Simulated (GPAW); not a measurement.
# RbBr (Pm-3m) in GPAW: convergence with plane-wave cutoff (eV)

Aim: find how far plane-wave cutoff (eV) must go before the results for RbBr settle, at PBE. This setting moves, with any that are tied to it; all else stays.

Everything below comes from runs of GPAW 26.7.0. Logs are shortened: lines on timing, memory, paths and dates and some standing lists are left out, and cuts for length are marked. The log counts tension as positive stress, the text compression.

### Step 1. The crystal as given

The structure is cubic, space group Pm-3m (No. 221). The conventional cell has a = 4.126 Å, b = 4.126 Å, c = 4.126 Å, α = 90.00°, β = 90.00°, γ = 90.00°. Rb (site symmetry m-3m) has 8 Br at 3.57 Å as nearest neighbours. Br (site symmetry m-3m) is surrounded by 8 Rb at 3.57 Å.

The cell comes from a database or a generator and needn't be the stable form of this composition.

### Step 2. With plane-wave cutoff (eV) 200

File run.py:

```python
from ase import Atoms
from ase.dft.bandgap import bandgap
from ase.io import write
from ase.units import GPa
from gpaw import GPAW, PW

atoms = Atoms(['Rb', 'Br'],
              cell=[[4.1260773, 0.0, 0.0],
                    [0.0, 4.1260773, 0.0],
                    [0.0, 0.0, 4.1260773]],
              scaled_positions=[[0.0, 0.0, 0.0],
                                [0.5, 0.5, 0.5]],
              pbc=True)

calc = GPAW(mode=PW(200),
            xc='PBE',
            kpts={'size': (7, 7, 7), 'gamma': True},
            occupations={'name': 'fermi-dirac', 'width': 0.05},
            nbands=16,
            convergence={'density': 1e-05, 'energy': 1e-05},
            maxiter=100,
            txt='gpaw.txt')
atoms.calc = calc
energy = atoms.get_potential_energy()
forces = atoms.get_forces()
stress = atoms.get_stress()
calc.write('gs.gpw')
write('result.traj', atoms)
print(f'Energy: {energy:.6f} eV')
print('Forces (eV/A):')
print(forces.round(4))
print('Stress (GPa):', (stress / GPa).round(3))
print('Fermi level:', round(calc.get_fermi_level(), 4), 'eV')
print(f'Gap: {bandgap(calc)[0]:.4f} eV, direct: {bandgap(calc, direct=True)[0]:.4f} eV')
```

Potentials or basis: GPAW PAW data sets (gpaw-data 1.2.1), pw.

Started as:

```console
OMP_NUM_THREADS=1 python run.py
```

It took 5.7 s on 1 thread of Intel Xeon Platinum 8259CL at 2.50GHz (Skylake/Cascade Lake), shared host; peak memory 0.12 GiB.

What came out:

```yaml
Free_energy: -5.8025 eV
Pressure: 0.1 GPa
Band_gap_on_the_k_mesh: 4.10 eV, indirect (least direct gap 4.23 eV)
```

### Step 3. With plane-wave cutoff (eV) 250

run.py, as its differences from that of step 2:

```diff
@@ -14,3 +14,3 @@
 
-calc = GPAW(mode=PW(200),
+calc = GPAW(mode=PW(250),
             xc='PBE',
```

Potentials or basis: GPAW PAW data sets (gpaw-data 1.2.1), pw.

Started as:

```console
OMP_NUM_THREADS=1 python run.py
```

It took 9.5 s on 1 thread of Intel Xeon Platinum 8259CL at 2.50GHz (Skylake/Cascade Lake), shared host; peak memory 0.13 GiB.

What came out:

```
Free energy            : -5.9010 eV
Pressure               : 0.4 GPa
Band gap on the k mesh : 4.11 eV, indirect (least direct gap 4.24 eV)
```

### Step 4. With plane-wave cutoff (eV) 300

run.py, as its differences from that of step 3:

```diff
@@ -14,3 +14,3 @@
 
-calc = GPAW(mode=PW(250),
+calc = GPAW(mode=PW(300),
             xc='PBE',
```

Started as:

```console
OMP_NUM_THREADS=1 python run.py
```

It took 13 s on 1 thread of Intel Xeon Platinum 8259CL at 2.50GHz (Skylake/Cascade Lake), shared host; peak memory 0.13 GiB.

What came out:

```
Free energy            : -5.9316 eV
Pressure               : 0.7 GPa
Band gap on the k mesh : 4.11 eV, indirect (least direct gap 4.24 eV)
```

### Step 5. With plane-wave cutoff (eV) 350

run.py, as its differences from that of step 4:

```diff
@@ -14,3 +14,3 @@
 
-calc = GPAW(mode=PW(300),
+calc = GPAW(mode=PW(350),
             xc='PBE',
```

Started as:

```console
OMP_NUM_THREADS=1 python run.py
```

Wall time 11 s (1 thread of Intel Xeon Platinum 8259CL at 2.50GHz (Skylake/Cascade Lake), shared host); peak memory 0.14 GiB.

What came out:

| Item | Value |
| --- | --- |
| Free energy | -5.9362 eV |
| Pressure | 0.8 GPa |
| Band gap on the k mesh | 4.11 eV, indirect (least direct gap 4.24 eV) |

### Step 6. With plane-wave cutoff (eV) 400

run.py, as its differences from that of step 5:

```diff
@@ -14,3 +14,3 @@
 
-calc = GPAW(mode=PW(350),
+calc = GPAW(mode=PW(400),
             xc='PBE',
```

Potentials or basis: GPAW PAW data sets (gpaw-data 1.2.1), pw.

Started as:

```console
OMP_NUM_THREADS=1 python run.py
```

It took 8.7 s on 1 thread of Intel Xeon Platinum 8259CL at 2.50GHz (Skylake/Cascade Lake), shared host; peak memory 0.14 GiB.

What came out:

- Free energy: -5.9406 eV
- Pressure: 0.8 GPa
- Band gap on the k mesh: 4.11 eV, indirect (least direct gap 4.24 eV)

### Step 7. With plane-wave cutoff (eV) 500

run.py, as its differences from that of step 6:

```diff
@@ -14,3 +14,3 @@
 
-calc = GPAW(mode=PW(400),
+calc = GPAW(mode=PW(500),
             xc='PBE',
```

Started as:

```console
OMP_NUM_THREADS=1 python run.py
```

It took 13 s on 1 thread of Intel Xeon Platinum 8259CL at 2.50GHz (Skylake/Cascade Lake), shared host; peak memory 0.15 GiB.

The run converged. Its results:

| Item | Value |
| --- | --- |
| Free energy | -5.9473 eV |
| Pressure | 0.8 GPa |
| Band gap on the k mesh | 4.11 eV, indirect (least direct gap 4.24 eV) |

### Step 8. With plane-wave cutoff (eV) 600

run.py, as its differences from that of step 7:

```diff
@@ -14,3 +14,3 @@
 
-calc = GPAW(mode=PW(500),
+calc = GPAW(mode=PW(600),
             xc='PBE',
```

Started as:

```console
OMP_NUM_THREADS=1 python run.py
```

Wall time 15 s (1 thread of Intel Xeon Platinum 8259CL at 2.50GHz (Skylake/Cascade Lake), shared host); peak memory 0.16 GiB.

The run converged. Its results:

```yaml
Free_energy: -5.9493 eV
Pressure: 0.8 GPa
Band_gap_on_the_k_mesh: 4.11 eV, indirect (least direct gap 4.24 eV)
```

### Step 9. With plane-wave cutoff (eV) 800

run.py, as its differences from that of step 8:

```diff
@@ -14,3 +14,3 @@
 
-calc = GPAW(mode=PW(600),
+calc = GPAW(mode=PW(800),
             xc='PBE',
```

Potentials or basis: GPAW PAW data sets (gpaw-data 1.2.1), pw.

Started as:

```console
OMP_NUM_THREADS=1 python run.py
```

Wall time 23 s (1 thread of Intel Xeon Platinum 8259CL at 2.50GHz (Skylake/Cascade Lake), shared host); peak memory 0.18 GiB.

The run converged. Its results:

```
Free energy            : -5.9540 eV
Pressure               : 0.8 GPa
Band gap on the k mesh : 4.11 eV, indirect (least direct gap 4.24 eV)
```

### Step 10. With plane-wave cutoff (eV) 1000

run.py, as its differences from that of step 9:

```diff
@@ -14,3 +14,3 @@
 
-calc = GPAW(mode=PW(800),
+calc = GPAW(mode=PW(1000),
             xc='PBE',
```

Potentials or basis: GPAW PAW data sets (gpaw-data 1.2.1), pw.

Started as:

```console
OMP_NUM_THREADS=1 python run.py
```

gpaw.txt:

```text
__  _  _
 | _ |_)|_||  |
 |__||  | ||/\| - 26.7.0

Input parameters:
  mode=PW(ecut=1000.0),
  convergence={'density': 1e-05, 'energy': 1e-05},
  kpts=MonkhorstPack(size=(7, 7, 7), gamma=True),
  maxiter=100,
  nbands=16,
  occupations=Occupations(name='fermi-dirac', width=0.05),
  xc=XC(name='PBE')

Diagonalizing LCAO Hamiltonian
Converting LCAO to pw mode
    .---------.
   /|         |
  / |         |
 *  |         |
 |  |  Br     |
 |  .---------.
 | /         /
 |/         /
 Rb--------*

Atoms  # Å, Bohr magnetons
|   | symbol |        x |        y |        z |    initial magnetic moments |
|---|--------|----------|----------|----------|-----------------------------|
| 0 |     Rb | 0.000000 | 0.000000 | 0.000000 | ( 0.0000,  0.0000,  0.0000) |
| 1 |     Br | 2.063039 | 2.063039 | 2.063039 | ( 0.0000,  0.0000,  0.0000) |

Unit cell  # Å
| periodic |        x |        y |        z |  lengths |    angles |
|----------|----------|----------|----------|----------|-----------|
|      yes | 4.126077 | 0.000000 | 0.000000 | 4.126077 | 90.000000 |
|      yes | 0.000000 | 4.126077 | 0.000000 | 4.126077 | 90.000000 |
|      yes | 0.000000 | 0.000000 | 4.126077 | 4.126077 | 90.000000 |

Number of symmetries: 48
Symmetry operations  # r_c * U_cc + t_c -> r_c
|    | kind |            matrix            |
|----|------|------------------------------|
|  0 |  E   |  1, 0, 0,  0, 1, 0,  0, 0, 1 |
|  1 |  σ   |  1, 0, 0,  0, 1, 0,  0, 0,-1 |
|  2 |  σ   |  1, 0, 0,  0, 0, 1,  0, 1, 0 |
|  3 |  C4  |  1, 0, 0,  0, 0, 1,  0,-1, 0 |
|  4 |  C4  |  1, 0, 0,  0, 0,-1,  0, 1, 0 |
|  5 |  σ   |  1, 0, 0,  0, 0,-1,  0,-1, 0 |
|  6 |  σ   |  1, 0, 0,  0,-1, 0,  0, 0, 1 |
|  7 |  C2  |  1, 0, 0,  0,-1, 0,  0, 0,-1 |
|  8 |  σ   |  0, 1, 0,  1, 0, 0,  0, 0, 1 |
|  9 |  C2  |  0, 1, 0,  1, 0, 0,  0, 0,-1 |
| 10 |  C3  |  0, 1, 0,  0, 0, 1,  1, 0, 0 |
| 11 |  S6  |  0, 1, 0,  0, 0, 1, -1, 0, 0 |
| 12 |  S6  |  0, 1, 0,  0, 0,-1,  1, 0, 0 |
| 13 |  C3  |  0, 1, 0,  0, 0,-1, -1, 0, 0 |
| 14 |  C4  |  0, 1, 0, -1, 0, 0,  0, 0, 1 |
| 15 |  S4  |  0, 1, 0, -1, 0, 0,  0, 0,-1 |
| 16 |  C3  |  0, 0, 1,  1, 0, 0,  0, 1, 0 |
| 17 |  S6  |  0, 0, 1,  1, 0, 0,  0,-1, 0 |
| 18 |  σ   |  0, 0, 1,  0, 1, 0,  1, 0, 0 |
| 19 |  C4  |  0, 0, 1,  0, 1, 0, -1, 0, 0 |
| 20 |  C2  |  0, 0, 1,  0,-1, 0,  1, 0, 0 |
| 21 |  S4  |  0, 0, 1,  0,-1, 0, -1, 0, 0 |
| 22 |  S6  |  0, 0, 1, -1, 0, 0,  0, 1, 0 |
| 23 |  C3  |  0, 0, 1, -1, 0, 0,  0,-1, 0 |
| 24 |  S6  |  0, 0,-1,  1, 0, 0,  0, 1, 0 |
| 25 |  C3  |  0, 0,-1,  1, 0, 0,  0,-1, 0 |
| 26 |  C4  |  0, 0,-1,  0, 1, 0,  1, 0, 0 |
| 27 |  σ   |  0, 0,-1,  0, 1, 0, -1, 0, 0 |
| 28 |  S4  |  0, 0,-1,  0,-1, 0,  1, 0, 0 |
| 29 |  C2  |  0, 0,-1,  0,-1, 0, -1, 0, 0 |
| 30 |  C3  |  0, 0,-1, -1, 0, 0,  0, 1, 0 |
| 31 |  S6  |  0, 0,-1, -1, 0, 0,  0,-1, 0 |
| 32 |  C4  |  0,-1, 0,  1, 0, 0,  0, 0, 1 |
| 33 |  S4  |  0,-1, 0,  1, 0, 0,  0, 0,-1 |
| 34 |  S6  |  0,-1, 0,  0, 0, 1,  1, 0, 0 |
| 35 |  C3  |  0,-1, 0,  0, 0, 1, -1, 0, 0 |
| 36 |  C3  |  0,-1, 0,  0, 0,-1,  1, 0, 0 |
| 37 |  S6  |  0,-1, 0,  0, 0,-1, -1, 0, 0 |
| 38 |  σ   |  0,-1, 0, -1, 0, 0,  0, 0, 1 |
| 39 |  C2  |  0,-1, 0, -1, 0, 0,  0, 0,-1 |
| 40 |  σ   | -1, 0, 0,  0, 1, 0,  0, 0, 1 |
| 41 |  C2  | -1, 0, 0,  0, 1, 0,  0, 0,-1 |
| 42 |  C2  | -1, 0, 0,  0, 0, 1,  0, 1, 0 |
| 43 |  S4  | -1, 0, 0,  0, 0, 1,  0,-1, 0 |
| 44 |  S4  | -1, 0, 0,  0, 0,-1,  0, 1, 0 |
| 45 |  C2  | -1, 0, 0,  0, 0,-1,  0,-1, 0 |
| 46 |  C2  | -1, 0, 0,  0,-1, 0,  0, 0, 1 |
| 47 |  i   | -1, 0, 0,  0,-1, 0,  0, 0,-1 |

BZ-sampling:
  Number of BZ points: 343
  Number of IBZ points: 20

  Monkhorst-Pack size: [7, 7, 7]
  Monkhorst-Pack shift: [0, 0, 0]

K-points  # in reciprocal-cell coordinates
|     |                                coordinates |     weight |
|-----|--------------------------------------------|------------|
|   0 | (  0.00000000,   0.00000000,   0.00000000) | 0.00291545 |
|   1 | (  0.14285714,   0.00000000,   0.00000000) | 0.01749271 |
|   2 | (  0.14285714,   0.14285714,   0.00000000) | 0.03498542 |
|   3 | (  0.14285714,   0.14285714,   0.14285714) | 0.02332362 |
|   4 | (  0.28571429,   0.00000000,   0.00000000) | 0.01749271 |
|   5 | (  0.28571429,   0.14285714,   0.00000000) | 0.06997085 |
|   6 | (  0.28571429,   0.14285714,   0.14285714) | 0.06997085 |
|   7 | (  0.28571429,   0.28571429,   0.00000000) | 0.03498542 |
|   8 | (  0.28571429,   0.28571429,   0.14285714) | 0.06997085 |
|   9 | (  0.28571429,   0.28571429,   0.28571429) | 0.02332362 |
| ... |                                            |            |
|  19 | (  0.42857143,   0.42857143,   0.42857143) | 0.02332362 |

Plane wave coefficients: 5065
Cutoff: 1000.0 eV

Spin-components: 1 (collinear spins)
Bands:           16
Projectors:      10
Spin-degeneracy: 2
Datatype:        complex128

Parallelization:
  kpt:    1
  domain: 1
  band:   1

Density:
  Valence electrons: 16.0
  Components: 1
  Grid points: [32 32 32]
  Charge: 0.0  # |e|

Potential:
  Grid points: [32 32 32]

species:
  Rb:
    name:    Rubidium
    Z:       37.0
    valence: 9
    core:    28
    charge:  0.0  # [|e|]
    compensation charges:
      type: gauss
      rc: 0.38  # [Å]
      lmax: 2
    cutoffs:
      filter: 2.43  # [Å]
      core: 1.99  # [Å]
    projectors
    | kind |    occ | energy [eV] | rcut [Å] |
    |------|--------|-------------|----------|
    |   4s |  2.000 |     -31.879 |    1.376 |
    |   5s |  1.000 |      -2.231 |    1.376 |
    |   4p |  6.000 |     -15.966 |    1.270 |
    |    p |        |      11.245 |    1.270 |
    |    d |        |       0.000 |    1.217 |

    Using partial waves for Rb as LCAO basis

  Br:
    name:    Bromine
    Z:       35.0
    valence: 7
    core:    28
    charge:  0.0  # [|e|]
    compensation charges:
      type: gauss
      rc: 0.35  # [Å]
      lmax: 2
    cutoffs:
      filter: 1.98  # [Å]
      core: 2.38  # [Å]
    projectors
    | kind |    occ | energy [eV] | rcut [Å] |
    |------|--------|-------------|----------|
    |   4s |  2.000 |     -20.121 |    1.111 |
    |   4p |  5.000 |      -7.861 |    1.111 |
    |    s |        |       7.091 |    1.111 |
    |    p |        |      19.351 |    1.111 |
    |    d |        |       0.000 |    1.111 |

    Using partial waves for Br as LCAO basis

Reference energy: -152005.600152  # eV

eigensolver:
  PPCG
  Converge bands: occupied
  niter=2

density mixing:
  MSR1-Mixer
  Pratt-step length: 0.05
  Maximum mixing coefficient: 0.75
  Old densities: 10
  SVD Regularization: 0.005
  Good broyden scale: 1.0
  Trust region scale: 1.0
  Backstep threshold: 4.0
  History deletion threshold: 6.0
  Fourier metric: weight=20.0, sigma=0.015

occupation numbers:
  Fermi-Dirac:
    width: 0.0500  # eV

poisson solver:
  ecut: 8000.0  # eV

xc functional:
  name: PBE with 2 nearest neighbor stencil

convergence criteria:
- Maximum integral of absolute [dens]ity change: 1e-05 electrons / valence electron
- Maximum [total energy] change in last 3 cyles: 1e-05 eV / valence electron
- Maximum integral of absolute [eigenst]ate change: 4e-08 eV^2 / valence electron
maximum number of iterations: 100

SCF iterations
|iter     | |      energy | eigst |  dens |
|---------|-|-------------|-------|-------|
|iter:   1| |   -6.153709 | -0.94 |       |
|iter:   2| |   -6.116385 | -3.05 | -1.31 |
|iter:   3| |   -5.953351 | -2.41 | -1.35 |
|iter:   4| |   -5.953544 | -3.90 | -1.77 |
|iter:   5| |   -5.954543 | -4.41 | -2.16 |
|iter:   6| |   -5.954608 | -5.70 | -2.96 |
|iter:   7| |   -5.954617c| -6.61 | -3.47 |
|iter:   8| |   -5.954618c| -7.86c| -4.23 |
|iter:   9| |   -5.954618c| -8.15c| -5.10c|

Converged in 9 steps
Energy contributions relative to reference atoms: (reference = -152005.600152)

Energy contributions:
  Kinetic:           9.151465
  Coulomb:          -8.527799
  Zero:             -0.016336
  External:          0.000000
  Xc:               -6.561948
  Entropy:          -0.000000
  Spinorbit:         0.000000
  ----------------------------
  Free energy:      -5.954618
  Extrapolated:     -5.954618

dipole moment: (-15.800872, -15.800872, -15.800872)  # |e|*Ang

Fermi level: 2.949
Eigenvalues  # (at kpt = [0.000, 0.000, 0.000])
| band index |      eig [eV] | occ [0-2] |
|------------|---------------|-----------|
|          0 |       -23.846 |     2.000 |
|          1 |       -11.357 |     2.000 |
|          2 |        -7.843 |     2.000 |
|          3 |        -7.843 |     2.000 |
|          4 |        -7.843 |     2.000 |
|          5 |         1.096 |     2.000 |
[... 8 lines left out ...]
|         14 |        13.922 |     0.000 |
|         15 |        13.922 |     0.000 |

Gap: 4.110 eV
Transition (v -> c):
  (s=0, k=16, n=7, [0.43, 0.43, 0.00]) -> (s=0, k=0, n=8, [0.00, 0.00, 0.00])
Direct/indirect transitions are different
Direct gap: 4.240 eV
Transition at: (s=0, k=0, n=7, [0.00, 0.00, 0.00])

Forces  # eV/Ang
|       x |       y |       z |
|---------|---------|---------|
| 0.00000 | 0.00000 | 0.00000 |  # Rb   0
| 0.00000 | 0.00000 | 0.00000 |  # Br   1

Stress tensor  # eV/Ang^3
|         x |         y |         z |
|-----------|-----------|-----------|
| -0.005218 |  0.000000 |  0.000000 |
|  0.000000 | -0.005218 |  0.000000 |
|  0.000000 |  0.000000 | -0.005218 |

# Writing to gs.gpw (mode='')
```

stdout:

```text
Energy: -5.954618 eV
Forces (eV/A):
[[0. 0. 0.]
 [0. 0. 0.]]
Stress (GPa): [-0.836 -0.836 -0.836  0.     0.     0.   ]
Fermi level: 2.9487 eV
Gap: 4.1097 eV, direct: 4.2399 eV
```

It took 33 s on 1 thread of Intel Xeon Platinum 8259CL at 2.50GHz (Skylake/Cascade Lake), shared host; peak memory 0.22 GiB.

What came out:

```yaml
Free_energy: -5.9546 eV
Pressure: 0.8 GPa
Band_gap_on_the_k_mesh: 4.11 eV, indirect (least direct gap 4.24 eV)
```

### Step 11. Summary

```
plane-wave cutoff (eV)  energy less the tightest run, at zero smearing (meV/atom)  pressure (GPa)  gap on the mesh (eV)  SCF cycles  CPU time (s)  peak memory (GiB)
                   200                                                      76.08            0.10                 4.100           9           5.7               0.12
                   250                                                      26.83            0.35                 4.109           9           9.4               0.13
                   300                                                      11.51            0.74                 4.110           9            13               0.13
                   350                                                       9.21            0.80                 4.110           9            11               0.14
                   400                                                       7.02            0.77                 4.110           9           8.7               0.14
                   500                                                       3.67            0.82                 4.110           9            13               0.15
                   600                                                       2.64            0.81                 4.110           9            15               0.16
                   800                                                       0.29            0.83                 4.110           9            23               0.18
                  1000                                                       0.00            0.84                 4.110           9            33               0.22
```

Against the tightest run, the energy stays within 1 meV/atom from 800 on; the pressure stays within 0.1 GPa from 300 on; the gap on the mesh stays within 0.01 eV from 200 on. The tightest run that finished is the yardstick and may itself not be fully converged.

Caveats: an odd mesh through Γ misses points on the zone boundary, where band edges often lie.
